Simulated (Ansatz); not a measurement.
From formation energies to a reaction energy: LiCl6

The calculation used DFT PBE, scalar-relativistic, plane waves, PAW in Ansatz 0.2.0. Settings: cutoff 420 eV, Γ-centred meshes spaced at most about 0.3 Å⁻¹, and about 0.25 Å⁻¹ or finer for metals (2π included), Gaussian smearing. No spin polarisation.

The zero of energy is the elements' standard structures at the same level (Cl₂ as a molecule); no fitted shifts are applied.

Temperature and zero-point effects are left out. In LiCl6 Pm-3m an odd number of electrons in the primitive cell allows no gap without spin; a larger cell or a magnetic state could open one. A magnetic state wasn't ruled out in cells without spin, among them LiCl6 Pm-3m.

A trial structure of LiCl6 (reached from: random cell; relaxed: space group Pm-3m (No. 221), a = 5.455 Å) has a formation energy of -0.166 eV/atom. At its composition the lowest mixture among the elements and 1 reference phase computed alike (others may be missing) consists of these:

```
        phase             source  ΔE_f (eV/atom)
    Cl2 (gas)            element           0.000
LiCl (P6_3mc)  Materials Project          -1.878
```

Problem. Write the balanced decomposition and find its energy per atom, per formula unit and per mole of formula units.

Solution. Balancing Li and Cl gives 2 LiCl6 → 5 Cl2 + 2 LiCl. The left side holds 14 atoms, and the products take 10/14 (Cl2) and 4/14 (LiCl) of them. The mixture therefore lies at 10/14 × (0.000) + 4/14 × (-1.878) = -0.537 eV/atom. The reaction energy is -0.537 − (-0.166) = -0.371 eV/atom. Times 7 atoms that is -2.597 eV per LiCl6, and times 96.485 it is -251 kJ per mole of LiCl6. Decomposition is downhill, so the trial structure is unstable against this mixture. Entropy of the gas would favour the products further at finite temperature.
